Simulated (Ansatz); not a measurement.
## SnO: one atom moved over a plane

These are results of Ansatz 0.2.0, DFT PBEsol, scalar-relativistic, plane waves, PAW, not measurements. Cutoff 420 eV, Γ-centred 8×6×6 k-points, Gaussian smearing of 0.05 eV. No spin polarisation. Energies are free energies at this smearing, counted from the undisturbed cell; pressure is positive in compression.

The undisturbed cell (as given, not relaxed at this level; it stands at -3.1 GPa; this form isn't the usual structure):

```xyz
4
Lattice="3.3550 0.0000 0.0000 0.0000 5.6741 0.0000 0.0000 0.0000 4.2220" Properties=species:S:1:pos:R:3 pbc="T T T"
Sn    0.0000    1.3159    2.1665
Sn    1.6775    4.3582    0.0555
O     0.0000    5.0570    3.1110
O     1.6775    0.6171    1.0000
```

The cell holds layers and no dispersion correction was added, so their binding is poorly described.

Atom 3 (O) is moved by p along (0.000, 1.000, 0.000) and q along (0.000, 0.000, 1.000) (Å), all else fixed. Points are written (p, q).

Energy above the undisturbed cell in eV/cell (a dash: not computed):

```csv
p \ q,-0.200,-0.100,0.000,0.200
-0.200,0.20,0.14,0.15,0.42
0.000,0.15,–,0.00,0.12
0.200,0.57,–,0.18,0.09
```

Pressure in GPa:

| p \ q | -0.200 | -0.100 | 0.000 | 0.200 |
| --- | --- | --- | --- | --- |
| -0.200 | -5.0 | -4.1 | -2.8 | 0.6 |
| 0.000 | -4.1 | – | -3.1 | -0.8 |
| 0.200 | -0.8 | – | -1.7 | -1.3 |

Gap on the k-mesh in eV:

| p \ q | -0.200 | -0.100 | 0.000 | 0.200 |
| --- | --- | --- | --- | --- |
| -0.200 | 1.41 | 1.43 | 1.42 | 1.35 |
| 0.000 | 1.26 | – | 1.34 | 1.34 |
| 0.200 | 0.89 | – | 1.11 | 1.22 |